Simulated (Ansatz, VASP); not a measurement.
## SiN in VASP and in Ansatz

```xyz
2
Lattice="0.0000 1.8088 1.8088 1.8088 0.0000 1.8088 1.8088 1.8088 0.0000" Properties=species:S:1:pos:R:3 pbc="T T T"
Si    0.0000    0.0000    0.0000
N     1.8088    1.8088    1.8088
```

The cell comes from a database or a generator and needn't be the stable form of this composition.

Alike in both runs: task relaxation of cell and atoms; functional PBE; k mesh 10 × 10 × 10; occupations gaussian, width 0.1 eV; no spin polarisation.

|  | VASP | Ansatz |
| --- | --- | --- |
| version | VASP 6.6.1 | Ansatz 0.2.0 |
| potentials or method | VASP PAW PBE potentials, release 64 (Si, N) | scalar-relativistic, plane waves, PAW |
| plane-wave cutoff (eV) | 600 | 420 |
| valence electrons in the cell | 9 | 9 |

```csv
,VASP,Ansatz,Ansatz less VASP
"gap on the k mesh at the Fermi level, each at its own relaxed structure (eV)",none,none,-
relaxed volume (Å³/atom),9.54,9.64,+0.100
relaxed cell length with the largest relative difference (Å),3.000,3.010,+0.0104
energy change over the relaxation (meV/atom),-1665,-1673,-8.5
```

A gap of «none» marks a metal or a gap that the smearing closes.

Caveats: the volume moved by over 15 % at a fixed basis, so the end points are rough (VASP).
